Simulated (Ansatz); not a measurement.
Te2Mo, space group P2_1/m, a dry run that shows the plan

Computed with Ansatz 0.2.0 through its Python package.

Script `plan_te2mo.py`:
```python
"""What the engine would do for Te2Mo, without solving."""

from dataclasses import replace

import ansatz as az


def main() -> None:
    xtal = (
        az.Lattice.of((6.33, 0.0, 0.0), (0.0, 3.469, 0.0), (-0.946795, 0.0, 13.827624))
        .atom("Te", (0.5568, 0.75, 0.3516))
        .atom("Te", (0.4432, 0.25, 0.6484))
        .atom("Te", (0.5888, 0.25, 0.1045))
        .atom("Te", (0.4112, 0.75, 0.8955))
        .atom("Te", (0.097, 0.75, 0.1486))
        .atom("Te", (0.903, 0.25, 0.8514))
        .atom("Te", (0.0563, 0.25, 0.3955))
        .atom("Te", (0.9437, 0.75, 0.6045))
        .atom("Mo", (0.3181, 0.75, 0.5066))
        .atom("Mo", (0.6819, 0.25, 0.4934))
        .atom("Mo", (0.1833, 0.25, 0.0074))
        .atom("Mo", (0.8167, 0.75, 0.9926))
    )

    calculation = xtal.calculation()
    calculation = calculation.occupations("fermi_dirac", width=0.05).functional("r2SCAN", dispersion="d3bjatm")
    calculation = calculation.kpoints(5, 8, 2, center="gamma")
    calculation = calculation.mixing("msr1", ndim=8, beta=0.2).scf(extra_bands=8)
    for repeats in [(1, 1, 1), (2, 1, 1), (2, 2, 1)]:
        told = replace(calculation, crystal=xtal.supercell(*repeats)).session().plan(dry_run=True).describe()
        print(repeats, "bands", told.n_bands, "plane waves", tuple(told.n_pw_range), "k-points", len(told.kweights), "grid", tuple(told.fft_dense), "symmetry operations", told.n_sym_ops)


if __name__ == "__main__":
    main()
```

```console
$ python plan_te2mo.py
DeckWarning: basis.ecutwfc = 500 eV, auto-derived from the records' recommended cutoffs: set by Te (their level for a meta-GGA)
(1, 1, 1) bands 100 plane waves (7687, 7735) k-points 30 grid (48, 27, 108) symmetry operations 4
(2, 1, 1) bands 192 plane waves (15374, 15471) k-points 30 grid (96, 27, 108) symmetry operations 8
(2, 2, 1) bands 376 plane waves (30802, 30883) k-points 30 grid (96, 54, 108) symmetry operations 16
```
(Warnings from the package without file and line, repeats left out.)
